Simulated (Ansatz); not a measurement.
# GdN (rocksalt): how the settings move a single-point run

Aim: see which settings change the result for GdN (rocksalt), by how much, and at what cost.

Program: Ansatz 0.2.0. Level of theory: reference: DFT PBE, scalar-relativistic, plane waves, PAW. These are calculated values, not measurements.

3 further runs of the same task are left out: 1 that didn't finish, 2 set aside as unsound or not needed.

**1. The starting structure**

It takes space group Fm-3m (No. 225, cubic). The conventional cell has a = 4.986 Å, b = 4.986 Å, c = 4.986 Å, α = 90.00°, β = 90.00°, γ = 90.00°. Gd (site symmetry m-3m) is surrounded by 6 N at 2.49 Å. N (site symmetry m-3m) is surrounded by 6 Gd at 2.49 Å.

Coordinates:

```xyz
2
Lattice="0.0000 2.4928 2.4928 2.4928 0.0000 2.4928 2.4928 2.4928 0.0000" Properties=species:S:1:pos:R:3 pbc="T T T"
Gd    2.4928    2.4928    2.4928
N     0.0000    0.0000    0.0000
```

**2. Baseline**

input.yaml reads:

```yaml
crystal:
  lattice:
    - [0.0, 2.4927984072, 2.4927984072]
    - [2.4927984072, 0.0, 2.4927984072]
    - [2.4927984072, 2.4927984072, 0.0]
  atoms:
    - { symbol: Gd, position: [0.5, 0.5, 0.5], spin: 7.56 }
    - { symbol: "N", position: [0.0, 0.0, 0.0] }
basis:
  ecutwfc: 420
  ecutrho_ratio: 4
kpoints:
  mp_grid: { grid: [12, 12, 12] }
hamiltonian:
  xc: pbe
scf:
  occupations: { method: gaussian, width: 0.05 }
output:
  forces: true
  stress: true
  eigenvalues: true
  populations: true
magnetization:
  spin_polarized: true
```

Started as:

```sh
ansatz run input.yaml --threads 2 --pin off --max-ram 3072MiB --backend cpu --events-out ev --progress --plain --runs-dir out
```

**3. Changing settings: dispersion d3bj**

input.yaml, as its differences from that of step 2:

```diff
@@ -6,3 +6,3 @@
   atoms:
-    - { symbol: Gd, position: [0.5, 0.5, 0.5], spin: 7.56 }
+    - { symbol: Gd, position: [0.5, 0.5, 0.5], spin: 7.0 }
     - { symbol: "N", position: [0.0, 0.0, 0.0] }
@@ -15,2 +15,3 @@
   xc: pbe
+  dispersion: d3bj
 scf:
@@ -20,4 +21,2 @@
   stress: true
-  eigenvalues: true
-  populations: true
 magnetization:
```

**4. Variant: hubbard.sites [{species: Gd, l: f, u_eff: 4.0}], hubbard.double_counting amf, preconditioner resta**

input.yaml reads:

```yaml
crystal:
  lattice:
    - [0.0, 2.4927984072, 2.4927984072]
    - [2.4927984072, 0.0, 2.4927984072]
    - [2.4927984072, 2.4927984072, 0.0]
  atoms:
    - { symbol: Gd, position: [0.5, 0.5, 0.5], spin: 7.0 }
    - { symbol: "N", position: [0.0, 0.0, 0.0] }
basis:
  ecutwfc: 420
  ecutrho_ratio: 4
kpoints:
  mp_grid: { grid: [12, 12, 12] }
hamiltonian:
  xc: pbe
  hubbard: { sites: [{ species: Gd, l: f, u_eff: 4.0 }], double_counting: amf }
scf:
  occupations: { method: gaussian, width: 0.05 }
  mixing: { preconditioner: resta }
output:
  forces: true
  stress: true
  write_density: true
  write_potential: true
  elf: true
  volumetric_format: npy
magnetization:
  spin_polarized: true
```

**Question.** What will these runs give? Wanted: for each run, ending; energy change; pressure; gap; abs. moment; force.

As calculated:

| run | ending | energy change | pressure (GPa) | gap (eV) | abs. moment (μB) | force (eV/Å) | cycles | time |
| --- | --- | --- | --- | --- | --- | --- | --- | --- |
| reference | converged | 0 | -0.1 | 0.00 | 7.19 | 0.00 | 12 | 8.9 s |
| 1: dispersion d3bj | converged | -381.1 meV/atom (offset of the dispersion model) | -4.2 | 0.00 | 7.19 | 0.00 | 12 | 4.4 s |
| 2: hubbard.sites [{species: Gd, l: f, u_eff: 4.0}], hubbard.double_counting amf, preconditioner resta | converged | -0.6 meV/atom (U changed: no physical gain or loss) | -0.1 | 0.00 | 7.19 | 0.00 | 13 | 6.2 s |

Times don't compare one to one where runs were asked for different outputs or read a saved state (see the inputs); cycles may leave out searches for a lower state.

Residual by cycle in the longest SCF loop of each run; runs are numbered as in the table. The quantity is the density residual dr2, in eV.

| cycle | reference | run 1 | run 2 |
| --- | --- | --- | --- |
| 1 | 0.555 | 0.558 | 1.01 |
| 2 | 0.151 | 0.293 | 0.217 |
| 3 | 0.38 | 0.244 | 0.11 |
| 4 | 0.00217 | 0.0116 | 0.00611 |
| 5 | 0.00204 | 4.2e-4 | 0.00211 |
| 6 | 9.2e-5 | 7.5e-5 | 0.00218 |
| 8 | 6.0e-5 | 2.5e-7 | 7.3e-5 |
| 9 | 4.9e-7 | 5.0e-6 | 3.8e-4 |
| 10 | 1.9e-7 | 3.5e-7 | 1.7e-5 |
| 11 | 4.6e-9 | 1.6e-8 | 8.5e-6 |
| 12 | 2.0e-10 | 1.2e-10 | 2.0e-7 |
| 13 | - | - | 6.4e-9 |

A changed U is a change of model: its shifts are not errors of convergence.
